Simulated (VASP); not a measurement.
A run of VASP 6.6.1 is set up as follows.

The input INCAR:

```
SYSTEM = Y
ALGO = Normal ; EDIFF = 1E-6
EDIFFG = -0.01 ; ENCUT = 600
GGA = PE ; IBRION = 2
ISIF = 3 ; ISMEAR = 1
IVDW = 12 ; LASPH = .TRUE.
LCHARG = .FALSE. ; LREAL = .FALSE.
LWAVE = .FALSE. ; NELM = 80
NSW = 90 ; PREC = Accurate
SIGMA = 0.1
```

The input KPOINTS:

```
k-points
0
G
  12 12 7
  0 0 0
```

File POSCAR:

```
Y
1.0
    3.6474000000      0.0000000000      0.0000000000
   -1.8237000000      3.1587410578      0.0000000000
    0.0000000000      0.0000000000      5.7306000000
Y
2
Direct
    0.3333333333      0.6666666667      0.2500000000
    0.6666666667      0.3333333333      0.7500000000
```

Potentials or basis: VASP PAW PBE potentials, release 64 (Y_sv).

Command:

```console
$ cat potpaw_PBE.64/Y_sv/POTCAR > POTCAR
$ mpirun -np 1 vasp_std > vasp.out
```

Q: What does it give for the relaxed volume?

A: 31.49 Å³/atom.

Q: What does it give for the dispersion energy per atom?

A: -0.350 eV.

Final structure:
```cif
data_structure
_symmetry_space_group_name_H-M 'P 1'
_symmetry_Int_Tables_number 1
_cell_length_a 3.6022
_cell_length_b 3.6022
_cell_length_c 5.6052
_cell_angle_alpha 90.000
_cell_angle_beta 90.000
_cell_angle_gamma 120.000
_cell_volume 62.99
loop_
_atom_site_label
_atom_site_type_symbol
_atom_site_fract_x
_atom_site_fract_y
_atom_site_fract_z
_atom_site_occupancy
Y1 Y 0.33333 0.66667 0.25000 1
Y2 Y 0.66667 0.33333 0.75000 1
```

Caveat: pairwise dispersion overbinds metals, which lowers pressure and volume.
